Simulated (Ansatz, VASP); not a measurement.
**Two plane-wave programs on MgO (Periclase)**

The input INCAR:

```
ALGO = Normal
EDIFF = 1E-6
ENCUT = 520
GGA = PE
ISIF = 2
ISMEAR = 0
LASPH = True
LCHARG = False
LREAL = False
LWAVE = False
NBANDS = 11
NELM = 60
PREC = Accurate
SIGMA = 0.02
```

File KPOINTS:

```
k-points
0
Gamma
  10 10 10
```

POSCAR

```
MgO
1.0
    0.0000000000      2.1955072985      2.1955072985
    2.1955072985      0.0000000000      2.1955072985
    2.1955072985      2.1955072985      0.0000000000
Mg O
1 1
Direct
    0.0000000000      0.0000000000      0.0000000000
    0.5000000000      0.5000000000      0.5000000000
```

Input for Ansatz:

```yaml
crystal:
  lattice:
    - [0.0, 2.1955072985, 2.1955072985]
    - [2.1955072985, 0.0, 2.1955072985]
    - [2.1955072985, 2.1955072985, 0.0]
  atoms:
    - { symbol: Mg, position: [0.0, 0.0, 0.0] }
    - { symbol: O, position: [0.5, 0.5, 0.5] }
basis:
  ecutwfc: 420
kpoints:
  mp_grid: { grid: [10, 10, 10] }
hamiltonian:
  xc: pbe
scf:
  occupations: { method: gaussian, width: 0.02 }
output:
  forces: true
  stress: true
  eigenvalues: true
```

Alike in both runs: task single point; functional PBE; k mesh 10 × 10 × 10; occupations gaussian, width 0.02 eV; no spin polarisation.

|  | VASP | Ansatz |
| --- | --- | --- |
| version | VASP 6.6.1 | Ansatz 0.2.0 |
| potentials or method | VASP PAW PBE potentials, release 64 (Mg, O) | scalar-relativistic, plane waves, PAW |
| plane-wave cutoff (eV) | 520 | 420 |
| valence electrons in the cell | 8 | 16 |

|  | VASP | Ansatz | Ansatz less VASP |
| --- | --- | --- | --- |
| gap on the k mesh at the Fermi level (eV) | 3.60 | 3.62 | +0.020 |
| least direct gap on the mesh (eV) | 3.60 | 3.62 | +0.020 |
| pressure (GPa) | -12.4 | -11.7 | +0.73 |

The functional is the same, so the differences come from potentials, cutoffs and numerics. The two sets of potentials don't hold the same shells in valence.
